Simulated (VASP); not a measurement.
Runs of VASP 6.6.1 on LiF (Griceite). It takes space group Fm-3m (No. 225, cubic). The conventional cell has a = 3.900 Å, b = 3.900 Å, c = 3.900 Å, α = 90.00°, β = 90.00°, γ = 90.00°. Li (site symmetry m-3m) is surrounded by 6 F at 1.95 Å. Around F (site symmetry m-3m) lie 6 Li at 1.95 Å. 

```csv
task,cell,gap on the mesh (eV),pressure (GPa)
relaxation of the atoms,atoms relaxed from: a relaxed cell with its volume scaled by 0.96,10.19,4.0
relaxation of the atoms,atoms relaxed,9.77,0.0
relaxation of the atoms,atoms relaxed from: a relaxed cell with its volume scaled by 0.98,(a),1.9
relaxation of cell and atoms,relaxed,9.79,0.0
relaxation of the atoms,atoms relaxed from: a relaxed cell with its volume scaled by 0.94,10.43,6.3
relaxation of the atoms,atoms relaxed from: a relaxed cell with its volume scaled by 1.04,(b),-3.3
relaxation of the atoms,atoms relaxed from: a relaxed cell with its volume scaled by 1.06,9.20,-4.6
```

Alike in all rows: level LDA; potentials or basis VASP PAW LDA potentials, release 64 (Li_sv, F); no spin polarisation; k mesh 12 × 12 × 12; cutoff (eV) 600; smearing gaussian 0.03 eV.

Problem. Estimate the missing entries.

Solution. (a) 9.98; (b) 9.38.

Caveats: the cutoff is under 1.25 times the usual one of these potentials, so pressure, stress and relaxed cells hold a basis-set (Pulay) error; the relaxation stopped at its first step, so nothing moved (some runs).

A k mesh can miss the band edges.
